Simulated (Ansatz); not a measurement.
# KCl: the gap against volume

KCl, Fm-3m, a = 6.378 Å. Ansatz: PBE, PAW, 420 eV, Γ-centred 6×6×6 mesh on 2 atoms, Gaussian smearing 0.02 eV; no spin polarisation. Symmetry fixes shape and atoms, so the cell is only scaled; x = ln(V/V0) with V0 = 32.437 Å³/atom. The gap is read at the mesh points alone.

| x | gap y (eV) |
| --- | --- |
| -0.0619 | ? |
| -0.0305 | 5.155 |
| 0.0000 | 5.052 |
| 0.0296 | 4.956 |
| 0.0583 | 4.865 |

Fit a straight line to the other rows, give the volume deformation potential of the gap and its pressure coefficient, and predict the missing gap. B0 = 16.3 GPa.

Means x = 0.01435, y = 5.0070; Σ(Δx)² = 0.004382, ΣΔxΔy = -0.01430; the slope is their ratio. y = 5.0538 − 3.2641 x. The slope is the deformation potential a = dE_g/d ln V = -3.26 eV, and dE_g/dP = −a/B0 = 200 meV/GPa. At x = -0.0619 the fit asked for gives 5.256 eV. The run gave 5.264 eV, so the fit is 0.008 eV too low, 2 % of the span of the series, against an rms of 0.002 eV on the fitted rows. The row lies outside the fitted range. With a term in x² added, a fit to the same known rows predicts 5.264 eV, so most of the miss is curvature that the known rows already hold.

Semilocal functionals give gaps under the measured ones; changes of the gap mostly carry over better.